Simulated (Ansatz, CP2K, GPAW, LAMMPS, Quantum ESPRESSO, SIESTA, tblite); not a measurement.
# How far do other methods lie from plane waves? Free surface of aqueous Ca2+ and SO4 2-, 6.5 mol of salt per kg of water at 360 K (189 atoms)

One geometry of free surface of aqueous Ca2+ and SO4 2-, 6.5 mol of salt per kg of water at 360 K (189 atoms) is solved by several programs and methods. How far do their forces lie from a plane-wave PBE run?

Results are calculated, not measured.

## (1) The structure

The cell holds 189 atoms (75 O, 6 S, 102 H and 6 Ca), with edges of 10.67, 10.67 and 25.71 Å. Recipe: 51 H2O, 6 Ca2+, 6 SO4 2- placed at random, at 1.85 g/cm³, as a film with 12 Å of vacuum; overlaps pushed apart, then 10 ps at 400 K with divalent ions of Li, Roberts, Chakravorty and Merz (J. Chem. Theory Comput. 9, 2733 (2013)); MMFF94 bonds, angles, torsions, charges and radii (Halgren, J. Comput. Chem. 17, 490 (1996)) in harmonic and 12-6 forms; SPC/E water (Berendsen, Grigera and Straatsma, J. Phys. Chem. 91, 6269 (1987)); charges of ions scaled by 0.85. Snapshot after 20 ps at 360 K and fixed volume.

## (2) The reference input

Quantum ESPRESSO 7.5: Kohn-Sham DFT, PBE, SSSP efficiency 1.3.0 pseudopotentials, plane waves. Its input, pw.in:

```
&control
  calculation = 'scf'
  pseudo_dir = './pseudo'
  outdir = './tmp'
  disk_io = 'none'
  tprnfor = .true.
/
&system
  ibrav = 0
  nat = 189
  ntyp = 4
  ecutwfc = 60
  ecutrho = 480
  nosym = .true.
  occupations = 'smearing'
  smearing = 'fd'
  degauss = 0.003675
/
&electrons
  conv_thr = 9.5e-07
  electron_maxstep = 100
  mixing_beta = 0.4
  mixing_mode = 'local-TF'
  diagonalization = 'david'
/
ATOMIC_SPECIES
O 15.999 O.upf
S 32.060 S.upf
H 1.008 H.upf
Ca 40.078 Ca.upf
CELL_PARAMETERS angstrom
10.66860 0.00000 0.00000
0.00000 10.66860 0.00000
0.00000 0.00000 25.70910
ATOMIC_POSITIONS crystal
O 0.79906 0.98003 0.43675
S 0.81117 0.91651 0.48782
O 0.77516 0.99744 0.52861
O 0.73518 0.80646 0.49216
[... 183 atom lines left out ...]
Ca 0.15832 0.13058 0.39630
Ca 0.68676 0.20125 0.55172
K_POINTS gamma
```

```console
$ OMP_NUM_THREADS=1 mpirun -np 4 pw.x -in pw.in > output.txt
```

It took 24 min on 4 MPI ranks of Arm Neoverse V1, shared host; peak memory 11 GiB.

It converged with an r.m.s. force component of 0.98 eV/Å.

Its highest filled and lowest empty levels lie 4.00 eV apart on its k-points.

## (3) What was run beside it

- CP2K 2026.2: Gaussian basis with GTH pseudopotentials and a plane-wave density; labels give functional, basis (MOLOPT sets; SR short-range, UZH the newer set with its own potentials), grid cutoff/relative cutoff and solver (OT: orbital transformation; TRS4, TC2, SIGN: linear-scaling purification with its sparsity filter), or its built-in tight binding.
- GPAW 26.7.0: PAW with atomic orbitals (LCAO), plane waves or a real-space grid of spacing h.
- SIESTA 5.4.2: numerical atomic orbitals, whose automatically made sets are far from complete, with PseudoDojo norm-conserving potentials that we converted to its format (checked against plane waves on the same files for H, C, O, Si, Ge and Ca alone); labels give functional, basis size, energy shift and mesh cutoff.
- tblite 0.8.0: extended tight binding, driven from Python.

All use the same cell and atoms, and the electronic-structure runs the same k-mesh.

## (4) Side by side

Differences are against the reference: forces as r.m.s. over components, share as that over the reference's r.m.s. force, slope as the fitted ratio of a run's forces to the reference's.

| run | Δ force, r.m.s. (meV/Å) | share (%) | slope | Δ gap (eV) | cores | CPU time | memory (GiB) |
| --- | --- | --- | --- | --- | --- | --- | --- |
| reference | - | - | - | - | 4 | 1.6 h | 11 |
| CP2K PBE, DZVP-MOLOPT-SR, 600/50 Ry, OT DIIS | 98.7 | 10.1 | 1.066 | 1.02 | 4 | 23 min | 5.0 |
| CP2K PBE, SZV-MOLOPT-SR, 600/50 Ry, OT DIIS (coarse) | 3127 | 320 | 2.473 | 0.467 | 2 | 11 min | 3.5 |
| CP2K PBE, SZV-MOLOPT-SR, 600/50 Ry, TC2 filter 1e-05, SCF 1e-06 (coarse) | 3130 | 321 | 2.476 | - | 2 | 5.8 min | 3.4 |
| CP2K PBE, SZV-MOLOPT-SR, 600/50 Ry, TC2 filter 1e-06, SCF 1e-06 (coarse) | 3130 | 321 | 2.476 | - | 2 | 6.8 min | 3.4 |
| CP2K PBE, SZV-MOLOPT-SR, 600/50 Ry, TC2 filter 1e-07, SCF 1e-07 (coarse) | 3127 | 321 | 2.473 | - | 2 | 9.7 min | 3.4 |
| CP2K PBE, TZVP-UZH, 600/50 Ry, OT DIIS | 131 | 13.4 | 1.041 | 0.353 | 2 | 25 min | 3.7 |
| GPAW PBE, LCAO dzp, h 0.18 Å | 532 | 54.5 | 1.175 | 0.253 | 4 | 7.1 min | 4.5 |
| GPAW PBE, LCAO sz(dzp), h 0.18 Å (coarse) | 3798 | 389 | 2.276 | 0.0859 | 1 | 73 s | 1.9 |
| GPAW RPBE, LCAO dzp, h 0.18 Å | 532 | 54.5 | 1.226 | 0.289 | 4 | 7.2 min | 4.5 |
| SIESTA PBE, DZ, shift 0.01 Ry, mesh 500 Ry (coarse) | 2179 | 223 | 2.252 | 0.0399 | 2 | 2.9 min | 1.8 |
| SIESTA PBE, DZP, shift 0.01 Ry, mesh 100 Ry (coarse) | 263 | 26.9 | 1.069 | 0.433 | 2 | 76 s | 0.76 |
| SIESTA PBE, DZP, shift 0.01 Ry, mesh 500 Ry | 256 | 26.3 | 1.066 | 0.432 | 4 | 5.9 min | 3.2 |
| SIESTA PBE, SZ, shift 0.02 Ry, mesh 500 Ry (coarse) | 3798 | 389 | 2.336 | -0.496 | 1 | 2 min | 1.2 |
| SIESTA vdW-DF, PBE potentials, DZP, shift 0.01 Ry, mesh 500 Ry | 256 | 26.3 | 1.121 | 0.459 | 4 | 30 min | 5.6 |
| tblite GFN1-xTB | 339 | 34.7 | 0.967 | - | 1 | 6.8 s | 0.22 |

Rows marked coarse were listed beforehand as settings not expected to be converged; some can still land near the reference.

Runs without a result: CP2K GFN1-xTB, OT DIIS (not converged).

CPU time is summed over cores on shared hosts, so it is rough.

## (5) What came out

Forces lie from 10 % (CP2K PBE, DZVP-MOLOPT-SR, 600/50 Ry, OT DIIS) to 389 % (SIESTA PBE, SZ, shift 0.02 Ry, mesh 500 Ry, coarse) of the reference's r.m.s. force of 0.98 eV/Å away from it. The PBE runs in local orbitals, coarse settings apart, differ by 10 % (CP2K PBE, DZVP-MOLOPT-SR, 600/50 Ry, OT DIIS) to 55 % (GPAW PBE, LCAO dzp, h 0.18 Å); basis, grid and potentials can all enter. Tight binding differs by 35 % (tblite GFN1-xTB); it is another model, with fitted parameters of its own, and the xTB methods hold dispersion. Rows with another functional or a dispersion term differ by 26 % (SIESTA vdW-DF, PBE potentials, DZP, shift 0.01 Ry, mesh 500 Ry) to 55 % (GPAW RPBE, LCAO dzp, h 0.18 Å), which mixes the change of model with differences of basis and potentials, some of them made for another functional.

Runs with settings chosen to be coarse differ by 27 % (SIESTA PBE, DZP, shift 0.01 Ry, mesh 100 Ry) to 389 % (SIESTA PBE, SZ, shift 0.02 Ry, mesh 500 Ry), their programs' other errors included. From SIESTA PBE, DZP, shift 0.01 Ry, mesh 100 Ry to the finer SIESTA PBE, DZP, shift 0.01 Ry, mesh 500 Ry the share goes from 26.9 to 26.3 %, so the grid isn't what parts these runs from the reference. Gaps at PBE, coarse settings apart, lie +0.25 to +1.02 eV from the reference's.

**Limits.** Periodic xTB results under one method name differ between programs and library versions. With short bonds to hydrogen, sets of potentials differ among themselves by several per cent in forces even at converged cutoffs, so the reference isn't exact here either. The network of contacts between molecules at the start is that of the classical potential that made the cell, and needn't be the one that DFT or experiment would give. The concentration wasn't checked against solubility and may exceed it. The reference's PBE has no dispersion term, which matters for the binding between molecules or layers. The electronic-structure runs sample only Γ, in a cell whose shortest periodic width is 11 Å. The slab repeats along its normal with no dipole correction. Where levels are smeared, the DFT runs use Fermi–Dirac occupations at 580 K (0.05 eV), and energies are free energies. The reference's cutoffs and mesh weren't converged further here.

[Logs are printed without paths, hosts, clocks, repeated set-up lines and the standing remarks that a program may print on its own settings, such as how far it seeks lower states.]

[Hosts, paths, dates, database ids (printed as entryN), source tags and the programs' standing remarks are cut or masked in the printed files.]

[Cells were taken only where this reference lay near another plane-wave run.]

[The MMFF94 radii named for the starting cell were scaled by 0.96; in molecules described by MMFF94, hydrogen bound to N, O or S took a small fixed 12-6 site in their place.]
